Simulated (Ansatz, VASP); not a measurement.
**GaP in VASP and in Ansatz**

```
Ga P
1.0
     0.00000    2.71922    2.71922
     2.71922    0.00000    2.71922
     2.71922    2.71922    0.00000
Ga P
1 1
Direct
  0.00000 0.00000 0.00000
  0.25000 0.25000 0.25000
```

Alike in both runs: functional PBEsol; k mesh 8 × 8 × 8; occupations gaussian, width 0.02 eV; no spin polarisation.

Ansatz relaxed the structure, and its values are those at the end. VASP's run is a single point on that final structure, the one shown.

|  | VASP | Ansatz |
| --- | --- | --- |
| version | VASP 6.6.1 | Ansatz 0.2.0 |
| potentials or method | VASP PAW PBE potentials, release 64 (Ga_d, P) | scalar-relativistic, plane waves, PAW |
| plane-wave cutoff (eV) | 520 | 420 |
| valence electrons in the cell | 18 | 18 |

|  | VASP | Ansatz | Ansatz less VASP |
| --- | --- | --- | --- |
| gap on the k mesh at the Fermi level (eV) | 1.50 | 1.50 | -0.003 |
| least direct gap on the mesh (eV) | 1.80 | 1.80 | -0.007 |
| pressure (GPa) | -0.1 | 0.0 | +0.09 |

With one functional, cell and mesh, what is left measures potentials, basis and numerics.

Caveats: the PAW data sets were made with another functional, which shifts forces and pressure a little (VASP). A hybrid or GW would open this gap; PBEsol tends to underestimate it. A k mesh can miss the band edges.
